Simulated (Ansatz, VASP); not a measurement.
## One calculation of MgO, two programs

```
CELL_PARAMETERS angstrom
0.00000 2.07955 2.07955
2.07955 0.00000 2.07955
2.07955 2.07955 0.00000
ATOMIC_POSITIONS crystal
Mg 0.00000 0.00000 0.00000
O 0.50000 0.50000 0.50000
```

Alike in both runs: functional LDA; k mesh 10 × 10 × 10; no spin polarisation.

Ansatz relaxed the structure, and its values are those at the end. VASP's run is a single point on that final structure, the one shown.

|  | VASP | Ansatz |
| --- | --- | --- |
| version | VASP 6.6.1 | Ansatz 0.2.0 |
| potentials or method | VASP PAW LDA potentials, release 64 (Mg, O) | scalar-relativistic, plane waves, PAW |
| plane-wave cutoff (eV) | 520 | 420 |
| occupations | gaussian, width 0.01 eV | fixed |
| valence electrons in the cell | 8 | 16 |

Ansatz gave:

```
gap on the k mesh at the Fermi level (eV) : 5.04
least direct gap on the mesh (eV)         : 5.04
pressure (GPa)                            : 0.0
```

Question: Estimate VASP's values.

Answer: gap on the k mesh at the Fermi level (eV): 5.04; least direct gap on the mesh (eV): 5.04; pressure (GPa): -1.7.

The two sets of potentials don't hold the same shells in valence.
